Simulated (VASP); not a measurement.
# Pt (Fm-3m) in VASP: notebook

Runs on Pt. Level: PBE. Tasks: relaxation of cell and atoms, vibrations by finite differences.

All numbers are computed with VASP 6.6.1; they aren't measurements. Logs are shortened: lines on timing, memory, paths and dates and some standing lists are left out, and cuts for length are marked.

## Step 1: Starting point

The structure is cubic, space group Fm-3m (No. 225). Conventional cell: a = 3.922 Å, b = 3.922 Å, c = 3.922 Å, α = 90.00°, β = 90.00°, γ = 90.00°. Pt (site symmetry m-3m) has 12 Pt at 2.77 Å as nearest neighbours.

## Step 2: Relaxation of cell and atoms, PBE

The input, INCAR:

```
PREC     = Accurate       # precision mode
ENCUT    = 520            # plane-wave cutoff, eV
EDIFF    = 1E-7           # SCF threshold, eV
ISMEAR   = 0              # smearing method
SIGMA    = 0.1            # smearing width, eV
LREAL    = False          # projectors in reciprocal space
LASPH    = True           # aspherical terms in the spheres
NELM     = 60             # most SCF steps
ALGO     = Fast           # electronic algorithm
ISIF     = 3              # what is computed and relaxed
LWAVE    = False          # write WAVECAR
LCHARG   = False          # write CHGCAR
GGA      = PE             # functional
IBRION   = 2              # ionic algorithm
NSW      = 80             # ionic steps
EDIFFG   = -0.002         # ionic threshold
```

The input, KPOINTS:

```
Automatic mesh
0
Gamma
  26 26 26
```

The input, POSCAR:

```
Pt
1.0
    0.0000000000      1.9609000000      1.9609000000
    1.9609000000      0.0000000000      1.9609000000
    1.9609000000      1.9609000000      0.0000000000
Pt
1
Direct
    0.0000000000      0.0000000000      0.0000000000
```

Potentials or basis: VASP PAW PBE potentials, release 64 (Pt).

Started as:

```sh
$ cat potpaw_PBE.64/Pt/POTCAR > POTCAR
$ mpirun -np 1 vasp_std > vasp.out
```

OUTCAR:

```text
PREC = Accurate
   ENCUT = 520
   EDIFF = 1E-7
   ISMEAR = 0
   LREAL = False
   LASPH = True
   NELM = 60
   ISIF = 3
   GGA = PE
   IBRION = 2
   NSW = 80
   EDIFFG = -0.002

 ion  position               nearest neighbor table
   1  0.000  0.000  0.000-

  LATTYP: Found a face centered cubic cell.
 ALAT       =     3.9218000000

  Lattice vectors:

 A1 = (   0.0000000000,   1.9609000000,   1.9609000000)
 A2 = (   1.9609000000,   0.0000000000,   1.9609000000)
 A3 = (   1.9609000000,   1.9609000000,   0.0000000000)

Analysis of symmetry for initial positions (statically):
=====================================================================
 Subroutine PRICEL returns:
 Original cell was already a primitive cell.

 Routine SETGRP: Setting up the symmetry group for a
 face centered cubic supercell.

 Subroutine GETGRP returns: Found 48 space group operations
 (whereof 48 operations were pure point group operations)
 out of a pool of 48 trial point group operations.

The static configuration has the point symmetry O_h .

Analysis of symmetry for dynamics (positions and initial velocities):
=====================================================================
 Subroutine PRICEL returns:
 Original cell was already a primitive cell.

 Routine SETGRP: Setting up the symmetry group for a
 face centered cubic supercell.

 Subroutine GETGRP returns: Found 48 space group operations
 (whereof 48 operations were pure point group operations)
 out of a pool of 48 trial point group operations.

The dynamic configuration has the point symmetry O_h .

 Subroutine INISYM returns: Found 48 space group operations
 (whereof 48 operations are pure point group operations),
 and found     1 'primitive' translations

----------------------------------------------------------------------------------------

                                     Primitive cell

  volume of cell :      15.0798

  direct lattice vectors                    reciprocal lattice vectors
     0.000000000  1.960900000  1.960900000    -0.254984956  0.254984956  0.254984956
     1.960900000  0.000000000  1.960900000     0.254984956 -0.254984956  0.254984956
     1.960900000  1.960900000  0.000000000     0.254984956  0.254984956 -0.254984956

  length of vectors
     2.773131374  2.773131374  2.773131374     0.441646899  0.441646899  0.441646899

  position of ions in fractional coordinates (direct lattice)
     0.000000000  0.000000000  0.000000000

  ion indices of the primitive-cell ions
   primitive index   ion index
                 1           1

[... 96 lines left out ...]
   GGA     = PE    functional components
   LHFCALC =     F    Hartree Fock is set to
   AEXX    =    0.0000 exact exchange contribution
   IVDW    =     0    specifies the selected vdW correction
   LEPSILON=     F    determine dielectric tensor
   LRPA    =     F    only Hartree local field effects (RPA)
 conjugate gradient relaxation of ions
 non-spin polarized calculation
 RMM-DIIS sequential band-by-band and
 Gauss-broadening in eV      SIGMA  =   0.10
  energy-cutoff  :      520.00
  volume of cell :       15.08
 maximum number of plane-waves:       419
 NGX is ok and might be reduce to    24
   NGX = 11   NGY = 11   NGZ = 11

--------------------------------------- Ionic step        1  -------------------------------------------

 number of electron      10.0000000 magnetization

 Free energy of the ion-electron system (eV)
  ---------------------------------------------------
  ext. energy  EPLUGINS =         0.00000000
  ---------------------------------------------------
  free energy    TOTEN  =        -6.08673747 eV

  energy without entropy =       -6.07646040  energy(sigma->0) =       -6.08159894

------------------------ aborting loop because EDIFF is reached ----------------------------------------

  FORCE on cell =-STRESS in cart. coord.  units (eV):
  Direction    XX          YY          ZZ          XY          YZ          ZX
  --------------------------------------------------------------------------------------
  -------------------------------------------------------------------------------------
  Total        0.8943342      0.8943342      0.8943342      0.0000000      0.0000000      0.0000000
  in kB       95.0197903     95.0197903     95.0197903      0.0000000      0.0000000      0.0000000
  external PRESSURE =      95.0197903 kB  Pullay stress =       0.0000000 kB
[... 22 lines left out ...]
--------------------------------------- Ionic step        2  -------------------------------------------

 number of electron      10.0000001 magnetization

 E-fermi :   8.9802     XC(G=0): -12.7398

 val. band max:        8.9784161271   @ k =  -0.4615   0.3077   0.0769
 cond. band min:       8.9818300744   @ k =  -0.4615   0.0769   0.0385
 fundamental gap:      0.0034139473
 Fermi energy:         8.9801524284

 k-point     1 :       0.0000    0.0000    0.0000
  band No.  band energies     occupation
      1       0.1240      2.00000
      2       5.9103      2.00000
      3       5.9103      2.00000
      4       5.9103      2.00000
      5       7.6557      2.00000
      6       7.6557      2.00000
      7      23.8926      0.00000
      8      28.1529      0.00000
      9      28.1529      0.00000
[... 339 lines left out ...]
  FREE ENERGIE OF THE ION-ELECTRON SYSTEM (eV)
  ---------------------------------------------------
  free  energy   TOTEN  =        -6.1018608203 eV

  energy  without entropy=       -6.0908849333  energy(sigma->0) =       -6.09637288

[... ionic steps 4 to 14 ...]

--------------------------------------- Ionic step       15  -------------------------------------------

 number of electron      10.0000002 magnetization

------------------------ aborting loop because EDIFF is reached ----------------------------------------
[... 65 lines left out ...]
--------------------------------------- Ionic step       17  -------------------------------------------

 number of electron      10.0000002 magnetization

 Free energy of the ion-electron system (eV)
  ---------------------------------------------------
  ext. energy  EPLUGINS =         0.00000000
  ---------------------------------------------------
  free energy    TOTEN  =        -6.10188034 eV

  energy without entropy =       -6.09092870  energy(sigma->0) =       -6.09640452

 E-fermi :  10.6047     XC(G=0): -13.2837

 val. band max:       10.6024419297   @ k =  -0.4615   0.1154   0.0385
 cond. band min:      10.6058510734   @ k =  -0.4615   0.1538   0.0385
 fundamental gap:      0.0034091437
 Fermi energy:        10.6047318768

 k-point     1 :       0.0000    0.0000    0.0000
  band No.  band energies     occupation
      1       0.7791      2.00000
      2       7.0297      2.00000
      3       7.0297      2.00000
      4       7.0297      2.00000
      5       9.0648      2.00000
      6       9.0648      2.00000
      7      25.3423      0.00000
      8      30.1137      0.00000
      9      30.1137      0.00000
[... 304 lines left out ...]
  FREE ENERGIE OF THE ION-ELECTRON SYSTEM (eV)
  ---------------------------------------------------
  free  energy   TOTEN  =        -6.1018803440 eV

  energy  without entropy=       -6.0909286986  energy(sigma->0) =       -6.09640452

 reached required accuracy - stopping structural energy minimisation
```

CONTCAR:

```text
Pt
   1.00000000000000
    -0.0000000000000001    1.9836928498774835    1.9836928498774835
     1.9836928498774835   -0.0000000000000000    1.9836928498774835
     1.9836928498774835    1.9836928498774835   -0.0000000000000000
  Pt
     1
Direct
     0.0000000000000000    0.0000000000000000    0.0000000000000000

  0.00000000E+00  0.00000000E+00  0.00000000E+00
```

It took 2.3 min on 1 thread of Intel Xeon 6975P-C (Granite Rapids), shared host; peak memory 0.23 GiB.

Results:

- Free energy: -6.1019 eV
- Relaxed volume: 15.61 Å³/atom
- Relaxed cell: a = 2.805 Å, b = 2.805 Å, c = 2.805 Å, α = 60.00°, β = 60.00°, γ = 60.00°
- Space group after relaxing (to 0.05 Å): Fm-3m (No. 225)
- Energy gained by relaxing: 15.1 meV/atom
- Ionic steps: 17
- Pressure after relaxing: 0.0 GPa
- Band gap on the k mesh: none (metal or under the smearing width)

The path:
| step | energy change (eV) | largest force (eV/Å) | pressure (GPa) | volume (Å³) |
| --- | --- | --- | --- | --- |
| 1 | 0.0000 | 0.0000 | 9.50 | 15.08 |
| 2 | 0.0771 | 0.0000 | -17.71 | 17.12 |
| 3 | -0.0151 | 0.0000 | -0.28 | 15.63 |
| 4 | -0.0151 | 0.0000 | -0.04 | 15.61 |
| 5 | -0.0151 | 0.0000 | 0.13 | 15.60 |
| 6 | -0.0151 | 0.0000 | 0.14 | 15.60 |
| 7 | -0.0151 | 0.0000 | 0.11 | 15.60 |
| 8 | -0.0151 | 0.0000 | 0.11 | 15.60 |
| 9 | -0.0151 | 0.0000 | 0.11 | 15.60 |
| 10 | -0.0151 | 0.0000 | 0.11 | 15.61 |
| 11 | -0.0151 | 0.0000 | 0.11 | 15.61 |
| 12 | -0.0151 | 0.0000 | 0.11 | 15.61 |
| 13 | -0.0151 | 0.0000 | 0.09 | 15.61 |
| 14 | -0.0151 | 0.0000 | 0.07 | 15.61 |
| 15 | -0.0151 | 0.0000 | 0.05 | 15.61 |
| 16 | -0.0151 | 0.0000 | -0.03 | 15.61 |
| 17 | -0.0151 | 0.0000 | 0.00 | 15.61 |

Final structure:
```
Pt
1.0
     0.00000    1.98369    1.98369
     1.98369    0.00000    1.98369
     1.98369    1.98369    0.00000
Pt
1
Direct
  0.00000 0.00000 0.00000
```

Levels at points of the mesh, in eV from the Fermi level:
| k point | band 3 | band 4 | band 5 | band 6 | band 7 | band 8 |
| --- | --- | --- | --- | --- | --- | --- |
| (0.00, 0.00, 0.00) | -3.58 | -3.58 | -1.54 | -1.54 | 14.74 | 19.51 |
| (0.50, 0.00, 0.00) | -3.63 | -0.32 | 0.04 | 0.04 | 5.59 | 14.29 |
| (0.50, 0.50, 0.00) | 0.00 | 0.46 | 0.46 | 1.86 | 8.52 | 11.29 |

Spin-orbit coupling is left out, which matters for the levels of Pt. Zero-point motion and thermal expansion aren't in these numbers.

[end of part 1 of 2]
